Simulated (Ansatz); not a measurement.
Input of an Ansatz 0.2.0 run:

The input input.yaml:

```yaml
crystal:
  lattice:
    - [3.18, 0.0, 0.0]
    - [-1.59, 2.753960784, 0.0]
    - [0.0, 0.0, 5.166]
  atoms:
    - { symbol: Ga, position: [0.6666666667, 0.3333333333, 0.5] }
    - { symbol: Ga, position: [0.3333333333, 0.6666666667, 0.0] }
    - { symbol: "N", position: [0.6666666667, 0.3333333333, 0.875] }
    - { symbol: "N", position: [0.3333333333, 0.6666666667, 0.375] }
kpoints:
  mp_grid: { grid: [10, 10, 5] }
  band_path:
    path:
      - [0.0, 0.0, 0.0]
      - [0.5, 0.0, 0.0]
      - [0.3333333333, 0.3333333333, 0.0]
      - [0.0, 0.0, 0.0]
      - [0.0, 0.0, 0.5]
      - [0.5, 0.0, 0.5]
      - [0.3333333333, 0.3333333333, 0.5]
      - [0.0, 0.0, 0.5]
    npoints: 6
scf:
  occupations: { method: fermi_dirac, width: 0.05 }
hamiltonian:
  xc: pbesol
  pseudopotentials: { kind: all_electron, lapw: { basis_error: 0.002 } }
output:
  forces: true
  stress: true
  eigenvalues: true
```

Potentials or basis: all-electron LAPW, scalar-relativistic.

Launch:

```console
$ ansatz run input.yaml --threads 2 --pin off --max-ram 8192MiB --backend cpu --events-out ev --progress --plain --runs-dir out
```

What does it give for the band gap along the path?

1.92 eV, direct.

What does it give for the largest force?

0.133 eV/Å.

Forces on the atoms (eV/Å):
```
Ga   0.000  0.000 -0.133
Ga   0.000  0.000 -0.133
N    0.000  0.000  0.133
N    0.000  0.000  0.133
```

**Experimental background.**

From “Studying electronic properties in GaN without electrical contacts using γ-γ vs e−-γ Perturbed Angular Correlations”, 2019, pmc:6823545, for a bulk crystal of GaN: band gap 3.503 ± 0.005 eV (direct).

Against the measured gap of GaN, 3.503 eV (direct; quoted in “Studying electronic properties in GaN without electrical contacts using γ-γ vs e−-γ Perturbed Angular Correlations”, 2019, pmc:6823545), the calculated 1.92 eV is off by -1.58 eV. Spin-orbit coupling on Ga is left out. The value is that of PBEsol, without temperature or zero-point motion. Semilocal functionals fall short of measured gaps as a rule.
